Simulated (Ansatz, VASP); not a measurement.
This is a calculation of AlNi3 for VASP 6.6.1.

INCAR

```
SYSTEM = AlNi3
PREC = Accurate ; ENCUT = 520
EDIFF = 1E-7 ; ISMEAR = -1
SIGMA = 0.05 ; LREAL = .FALSE.
LASPH = .TRUE. ; NELM = 150
ALGO = Fast ; ISIF = 2
LWAVE = .FALSE. ; LCHARG = .FALSE.
ISPIN = 2 ; MAGMOM = 1 1 1 0
LORBIT = 11 ; LMAXMIX = 4
GGA = PS ; NBANDS = 28
```

The input KPOINTS:

```
Automatic mesh
0
G
  8 8 8
  0 0 0
```

Contents of POSCAR:

```
AlNi3
1.0
    0.0000000000      2.8018887551      2.8018887551
    2.8018887551      0.0000000000      2.8018887551
    2.8018887551      2.8018887551      0.0000000000
Ni Al
3 1
Direct
    0.7500000000      0.7500000000      0.7500000000
    0.0000000000      0.0000000000      0.0000000000
    0.2500000000      0.2500000000      0.2500000000
    0.5000000000      0.5000000000      0.5000000000
```

Potentials or basis: VASP PAW PBE potentials, release 64 (Ni, Al).

Launch:

```console
$ cat potpaw_PBE.64/Ni/POTCAR potpaw_PBE.64/Al/POTCAR > POTCAR
$ mpirun -np 1 vasp_std > vasp.out
```

Q: Set up the same calculation for Ansatz 0.2.0. Potentials there: all-electron LAPW, scalar-relativistic.

A: As run (the cutoff follows the program's own potentials):

input.yaml

```yaml
crystal:
  lattice:
    - [0.0, 2.8018887551, 2.8018887551]
    - [2.8018887551, 0.0, 2.8018887551]
    - [2.8018887551, 2.8018887551, 0.0]
  atoms:
    - { symbol: Ni, position: [0.75, 0.75, 0.75], spin: 1.0 }
    - { symbol: Ni, position: [0.0, 0.0, 0.0], spin: 1.0 }
    - { symbol: Ni, position: [0.25, 0.25, 0.25], spin: 1.0 }
    - { symbol: Al, position: [0.5, 0.5, 0.5] }
kpoints:
  mp_grid: { grid: [8, 8, 8] }
scf:
  occupations: { method: fermi_dirac, width: 0.05 }
hamiltonian:
  xc: pbesol
  pseudopotentials: { kind: all_electron, lapw: { basis_error: 0.002 } }
magnetization:
  spin_polarized: true
output:
  forces: true
  stress: true
  eigenvalues: true
```

Potentials or basis: all-electron LAPW, scalar-relativistic.

The run is started by

```console
$ ansatz run input.yaml --threads 4 --pin off --max-ram 12288MiB --backend cpu --events-out ev --progress --plain --runs-dir out
```

Both were run:

|  | VASP | Ansatz | Ansatz less VASP |
| --- | --- | --- | --- |
| gap on the k mesh at the Fermi level (eV) | none | none | - |
| pressure (GPa) | -0.6 | -0.8 | -0.15 |
| net moment per atom (μB) | 0.00 | 0.00 | 0.000 |

A gap of «none» marks a metal or a gap that the smearing closes. Ansatz ran all-electron here, so the differences hold the error of VASP's frozen core and of both bases.

Caveats: the PAW data sets were made with another functional, which shifts forces and pressure a little (VASP); the starting moments weren't kept (Ansatz).
